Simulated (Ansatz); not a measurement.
## Two states of Co

```yaml
crystal:
  lattice:
    - [1.81403, 1.81403, 3.62805]
    - [3.62805, 1.81403, 1.81403]
    - [1.81403, 3.62805, 1.81403]
  atoms:
    - { symbol: Co, position: [0.00000, 0.00000, 0.00000] }
    - { symbol: Co, position: [0.50000, 0.50000, 0.50000] }
```

Method: PBE; PAW, plane waves to 420 eV, 8×8×8 Γ-centred mesh, fermi-dirac occupations (width 0.1 eV) (Ansatz 0.2.0), atoms fixed.

State A: no moments (no spin polarisation). State B: Co1 up, Co2 up (collinear spin).

Task: Which state is lower, and how do they differ?

Result: State B is lower by 297.7 meV an atom at zero smearing; in free energy at this smearing B lies -269.2 meV an atom from A.

```
state  free energy (meV/atom)  largest moment in a small sphere (μB)  net moment (μB/cell)  gap on mesh (eV)  pressure (GPa)  largest force (eV/Å)
    A                   269.2                                   0.00                  0.00             metal           -25.5                  0.00
    B                     0.0                                   1.79                  3.42             metal           -15.2                  0.00
```

Origin: a database entry at a rescaled volume. Caveats: the k mesh is coarse if the cell is a metal; atoms or cell far from equilibrium.
